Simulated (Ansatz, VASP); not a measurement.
# Ir in VASP and in Ansatz

```xyz
1
Lattice="0.0000 1.9156 1.9156 1.9156 0.0000 1.9156 1.9156 1.9156 0.0000" Properties=species:S:1:pos:R:3 pbc="T T T"
Ir    0.0000    0.0000    0.0000
```

Alike in both runs: functional LDA; k mesh 9 × 9 × 9; occupations fermi-dirac, width 0.05 eV; non-collinear spin, spin-orbit coupling.

|  | VASP | Ansatz |
| --- | --- | --- |
| version | VASP 6.6.1 | Ansatz 0.2.0 |
| potentials or method | VASP PAW LDA potentials, release 64 (Ir) | Ansatz PAW |
| plane-wave cutoff (eV) | 520 | 420 |
| valence electrons in the cell | 9 | 17 |
| task | single point | band structure |

VASP gave:

```
gap on the k mesh at the Fermi level (eV) : none
pressure (GPa)                            : -3.2
net moment per atom (μB)                  : 0.00
```

Question: Estimate Ansatz's values.

Answer: gap on the k mesh at the Fermi level (eV): none; pressure (GPa): -5.9; net moment per atom (μB): 0.00.

A gap of «none» marks a metal or a gap that the smearing closes. The two sets of potentials don't hold the same shells in valence.

Caveats: the PAW data sets come from PBE, with cores solved anew for the run's functional, which leaves a small shift of forces and pressure (Ansatz).
